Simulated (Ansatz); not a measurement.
# 2H-CrOS bilayer (2H stacking) in a perpendicular field, part 3 of 3

Aim: how the 2H-CrOS bilayer (2H stacking) screens a field along its normal, and what the field does to its bands. A positive field points along +c.

Ansatz 0.2.0; plane-wave DFT, PBE-D3(BJ), Ansatz PAW (the session's first sound run).

So far. Step 8 (Atoms held, field 0.3 V/Å): The dipole is 0.00332 e·Å, 0.110 e·Å from its value without field. Step 9 (Response, atoms held): The induced dipole is that of a conductor 9.65 Å thick.

## Step 10: The same run with other settings: efield.amplitude = 0.2

This step: plane-wave DFT, PBE-D3(BJ), Ansatz PAW (Ansatz 0.2.0).

A run with a changed input: it repeats the earlier run at 0.05 V/Å with efield.amplitude from 0.05 to 0.2.

input.yaml reads:

```yaml
crystal:
  lattice:
    - [2.8128241476, 0.0, 0.0]
    - [-1.4064120738, 2.4359771682, 0.0]
    - [0.0, 0.0, 26.0570687707]
  atoms:
    - { symbol: S, position: [0.3333333333, 0.6666666667, 0.3453957189] }
    - { symbol: Cr, position: [0.0, 0.0, 0.4051160634] }
    - { symbol: O, position: [0.3333333333, 0.6666666667, 0.4463148169] }
    - { symbol: S, position: [0.0, 0.0, 0.5539152956] }
    - { symbol: Cr, position: [0.3333333333, 0.6666666667, 0.6139361897] }
    - { symbol: O, position: [0.0, 0.0, 0.6546042811] }
kpoints:
  mp_grid: { grid: [18, 18, 1] }
  band_path:
    path: [[0, 0, 0], [0.5, 0, 0], [0.33333333, 0.33333333, 0], [0, 0, 0]]
    npoints: 16
hamiltonian:
  xc: pbe
  dispersion: d3bj
scf:
  occupations: { method: fermi_dirac, width: 0.02585 }
  convergence: { dr2_threshold: 1.0e-10 }
efield:
  axis: 3
  dipole_correction: true
  ramp_position: 0.97
  ramp_width: 0.06
  amplitude: 0.2
output:
  write_potential: true
  write_density: true
  volumetric_format: npy
```

Command:

```
> ansatz run input.yaml --threads 2 --pin off --max-ram 3072MiB --backend cpu --events-out ev --progress --plain --runs-dir out
```

Numbers of over 12 decimals in the logs are rounded to 6 here.

Log:

```text
[...]
Crystal: 6 atoms, lattice volume = 178.542 Å³
Basis set: ecut = 420 eV, 3543 PW (Γ)
Bands: 32, of which v1, the nominal top of the filled ones, is band 26 counted from 1 (25 counted from 0)
Symmetry: 6 space group operations
[...]
k-points: 37 of 324 (time reversal used)
[...]
SCF iter   1: F=—  HF=-9708.507315 eV  |F-HF|=—  |Δ(HF+E_count)|=         —  Δρ=1.77e-1  dr2=6.20e1  ethr=3.10e-3  p=0.077 e·Å  D=7.82e-2 V/Å  ΔV_dip=-2.04 eV  dr2_dipole=7.80e-2  V_vac-E_F(+/−)=5.91/3.21 eV  ⟨swp⟩=10.2  Hψ=6659  notcnv=0
[...]
SCF iter  19: F=-9697.486319 eV  HF=-9697.486319 eV  |F-HF|=2.33e-10  |Δ(HF+E_count)|=  6.46e-10  Δρ=1.54e-7  dr2=6.33e-11  ethr=1.00e-12  p=-0.033 e·Å  D=-3.37e-2 V/Å  ΔV_dip=0.88 eV  dr2_dipole=8.05e-12  V_vac-E_F(+/−)=8.45/2.84 eV  ⟨swp⟩=8.4  Hψ=4055  notcnv=0
SCF 1 converged in 19 iterations: F = -9697.486319 eV  dr2 = 6.33e-11
[...]
SCF converged after 19 iterations
Free energy (F): -9697.486319 eV
[...]
Internal energy: -9697.483220 eV  (E = F + TS)
E sigma→0 (E₀):  -9697.484770 eV
Entropy (-TS):   -0.003099 eV (-0.517 meV/atom)
Fermi energy:    1.330796 eV
Dipole field:    D = -0.033745 V/Å  (p = -0.033296 e·Å, saw-weighted, corrected)
Work function:   not extracted (applied field tilts the vacuum); planar V_es + V_field profile in the machine report
[...]
--- Band table (eV; the first three rows and the last of 37) ---
  k-point 0: bands = [... 22 lower, -0.3026, -0.3026, 0.9613, 1.4917, 2.4501, 2.4501, 3.0276, 3.0276, ... 2 higher]
  k-point 1: bands = [... 22 lower, -0.3920, -0.3477, 0.9117, 1.4413, 2.4369, 2.4712, 3.0027, 3.0493, ... 2 higher]
  k-point 2: bands = [... 22 lower, -0.6559, -0.4611, 0.7458, 1.2860, 2.4075, 2.5003, 2.9508, 2.9839, ... 2 higher]
  k-point 36: bands = [... 22 lower, -1.8699, -1.1916, -0.0735, 0.4250, 1.2583, 1.7020, 2.4640, 2.7354, ... 2 higher]
```

The job ended after 52 s (2 threads of Arm Neoverse N1, shared host; peak memory 0.5 GiB; 98 s of CPU time).

Numbers from this step:

| Item | Value |
| --- | --- |
| energy at zero smearing | -9697.4848 eV |
| dipole along the normal | -0.03330 e·Å |

The electronic bands at the labelled points (eV, zero at the Fermi level):

```tsv
point	band 23	band 24	band 25	band 26	band 27	band 28	band 29	band 30
Γ	-1.63	-1.63	-0.37	0.16	1.12	1.12	1.70	1.70
halfway	-2.52	-2.03	-1.36	-0.77	0.52	0.90	1.04	1.46
M	-2.37	-1.81	-1.57	-0.97	0.39	0.41	0.89	0.91
halfway	-3.18	-2.52	-1.38	-0.84	0.14	0.59	0.85	1.37
K	-3.20	-2.52	-1.40	-0.91	-0.07	0.37	1.13	1.40
halfway	-2.81	-2.31	-1.40	-0.83	0.37	0.78	0.87	1.26
Γ	-1.63	-1.63	-0.37	0.16	1.12	1.12	1.70	1.70
```

```tsv
quantity	this run	earlier run	difference
dipole along the normal (e·Å)	-0.03330	-0.08818	0.055
```

The applied field differs, and the slope found earlier predicts a dipole of -0.0333 e·Å; this run gives -0.0333 e·Å, in line with it.

## Step 11: The same run with other settings

This step: plane-wave DFT, PBE-D3(BJ), Ansatz PAW, but for the change named below (Ansatz 0.2.0).

Another changed input: it repeats the earlier run at 0.05 V/Å with hamiltonian.pseudopotentials to kind: paw, source: jth.

input.yaml: that of step 10 with these lines changed.

```diff
@@ -20,2 +20,3 @@
   dispersion: d3bj
+  pseudopotentials: { kind: paw, source: jth }
 scf:
@@ -28,3 +29,3 @@
   ramp_width: 0.06
-  amplitude: 0.2
+  amplitude: 0.05
 output:
```

Log:

```text
Warning: <dir> the checks of this S dataset prove no rule for summing its radial tables, as where they were carried onto another mesh than they were made on, and Gregory's rule is taken, under which a leading mesh point left out moves its sums only by what lay on the interval it spanned. That does not make them correct, and they differ from Quantum ESPRESSO's on this file; a re-export a fraction of a mesh step off can move them. hamiltonian.pseudopotentials.radial_quadrature: simpson_from_first_knot sums it by `pw.x`'s rule; on a PAW file no value gives `pw.x`'s numbers. What more to know: hamiltonian.pseudopotentials.radial_quadrature, in the input reference
Warning: <dir> the checks of this Cr dataset prove no rule for summing its radial tables, as where they were carried onto another mesh than they were made on, and Gregory's rule is taken, under which a leading mesh point left out moves its sums only by what lay on the interval it spanned. That does not make them correct, and they differ from Quantum ESPRESSO's on this file; a re-export a fraction of a mesh step off can move them. hamiltonian.pseudopotentials.radial_quadrature: simpson_from_first_knot sums it by `pw.x`'s rule; on a PAW file no value gives `pw.x`'s numbers. What more to know: hamiltonian.pseudopotentials.radial_quadrature, in the input reference
Warning: <dir> the checks of this O dataset prove no rule for summing its radial tables, as where they were carried onto another mesh than they were made on, and Gregory's rule is taken, under which a leading mesh point left out moves its sums only by what lay on the interval it spanned. That does not make them correct, and they differ from Quantum ESPRESSO's on this file; a re-export a fraction of a mesh step off can move them. hamiltonian.pseudopotentials.radial_quadrature: simpson_from_first_knot sums it by `pw.x`'s rule; on a PAW file no value gives `pw.x`'s numbers. What more to know: hamiltonian.pseudopotentials.radial_quadrature, in the input reference
[...]
Crystal: 6 atoms, lattice volume = 178.542 Å³
Basis set: ecut = 1380 eV, 20899 PW (Γ)
Bands: 32, of which v1, the nominal top of the filled ones, is band 26 counted from 1 (25 counted from 0)
Symmetry: 6 space group operations
[...]
k-points: 37 of 324 (time reversal used)
[...]
SCF iter   1: F=—  HF=-9709.286140 eV  |F-HF|=—  |Δ(HF+E_count)|=         —  Δρ=1.71e-1  dr2=6.26e1  ethr=3.10e-3  p=0.019 e·Å  D=1.95e-2 V/Å  ΔV_dip=-0.51 eV  dr2_dipole=1.47e-2  V_vac-E_F(+/−)=4.63/3.95 eV  ⟨swp⟩=16.4  Hψ=10962  notcnv=0
[...]
SCF iter  21: F=-9696.225371 eV  HF=-9696.225371 eV  |F-HF|=1.09e-11  |Δ(HF+E_count)|=  3.64e-11  Δρ=6.12e-8  dr2=8.11e-12  ethr=1.00e-12  p=-0.089 e·Å  D=-9.02e-2 V/Å  ΔV_dip=2.35 eV  dr2_dipole=9.82e-14  V_vac-E_F(+/−)=7.43/3.88 eV  ⟨swp⟩=10.1  Hψ=5064  notcnv=0
SCF 1 converged in 21 iterations: F = -9696.225371 eV  dr2 = 8.11e-12
[...]
SCF converged after 21 iterations
Free energy (F): -9696.225371 eV
[...]
Internal energy: -9696.222335 eV  (E = F + TS)
E sigma→0 (E₀):  -9696.223853 eV
Entropy (-TS):   -0.003036 eV (-0.506 meV/atom)
Fermi energy:    1.453004 eV
Dipole field:    D = -0.090183 V/Å  (p = -0.088982 e·Å, saw-weighted, corrected)
Work function:   not extracted (applied field tilts the vacuum); planar V_es + V_field profile in the machine report
[...]
--- Band table (eV; the first three rows and the last of 37) ---
  k-point 0: bands = [... 22 lower, -0.1834, -0.1834, 1.0956, 1.6041, 2.5909, 2.5909, 3.1514, 3.1514, ... 2 higher]
  k-point 1: bands = [... 22 lower, -0.2721, -0.2282, 1.0466, 1.5544, 2.5767, 2.6119, 3.1251, 3.1730, ... 2 higher]
  k-point 2: bands = [... 22 lower, -0.5335, -0.3406, 0.8815, 1.4010, 2.5452, 2.6411, 3.0708, 3.1217, ... 2 higher]
  k-point 36: bands = [... 22 lower, -1.7240, -1.0722, 0.0592, 0.5404, 1.3839, 1.8134, 2.6043, 2.8709, ... 2 higher]
```

Elapsed: 5.8 min, on 2 threads; peak memory 1.8 GiB; 11 min of CPU time.

Numbers from this step:

```
energy at zero smearing : -9696.2239 eV
dipole along the normal : -0.08898 e·Å
```

The electronic bands at the labelled points (eV, zero at the Fermi level):

```tsv
point	band 23	band 24	band 25	band 26	band 27	band 28	band 29	band 30
Γ	-1.64	-1.64	-0.36	0.15	1.14	1.14	1.70	1.70
halfway	-2.51	-2.02	-1.34	-0.78	0.53	0.92	1.04	1.46
M	-2.33	-1.79	-1.55	-0.96	0.40	0.42	0.88	0.90
halfway	-3.15	-2.52	-1.36	-0.84	0.14	0.58	0.87	1.36
K	-3.18	-2.53	-1.39	-0.91	-0.07	0.36	1.15	1.42
halfway	-2.80	-2.30	-1.39	-0.83	0.38	0.79	0.86	1.26
Γ	-1.64	-1.64	-0.36	0.15	1.14	1.14	1.70	1.70
```

```tsv
quantity	this run	earlier run	difference
dipole along the normal (e·Å)	-0.08898	-0.08818	-8.1e-4
```

It moves by -0.000807 e·Å.

Of the bands kept, 2 cross the Fermi level on this path.

## Step 12: Summary of results

```
gap without field                          : none
work function, upper face                  : 7.05 eV
step between the vacuum levels             : 2.81 eV
equivalent conductor thickness, atoms held : 9.65 Å
```

**Reading.** The induced dipole equals that of a perfect conductor 9.65 Å thick, while the outer atoms lie 8.06 Å apart. The two faces differ: the vacuum level above lies 2.81 eV higher than the one below. There is no gap over 0.03 eV, with or without the field. The main runs have no spin polarisation; a magnetic state could lie lower and would change these results.

[Logs are printed without paths, hosts, clocks, repeated set-up lines and the standing remarks that a program may print on its own settings, such as how far it seeks lower states.]

[Hosts, paths, dates, database ids (printed as entryN), source tags and the programs' standing remarks are cut or masked in the printed files.]

[Maps of the electrostatic potential energy from Ansatz leave out the sawtooth potential of an applied field or a dipole correction, so their vacuum need not be flat; planar profiles and work functions include it.]
